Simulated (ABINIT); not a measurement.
LiF (Griceite):

```
F Li
1.0
     0.00000    2.01400    2.01400
     2.01400    0.00000    2.01400
     2.01400    2.01400    0.00000
F Li
1 1
Direct
  0.50000 0.50000 0.50000
  0.00000 0.00000 0.00000
```

Base run:

- Program: ABINIT 10.8.3 (patched build)
- Functional: HSE06
- Potentials or basis: PseudoDojo NC SR PBE v0.4.1 standard
- Cutoff: 952 eV
- k mesh: 8 × 8 × 8
- Occupations: fixed
- Spin: no spin polarisation

Its results: band gap on the k mesh 11.28 eV, direct.

Question: After a change of settings the same cell gave: band gap on the k mesh 12.13 eV, direct. Which change was it?
A. functional from HSE06 to PBE
B. functional from HSE06 to PBEsol
C. functional from HSE06 to PBE0

Answer: C.

Caveats: Libxc's HSE differs a little from that of other programs (some runs).
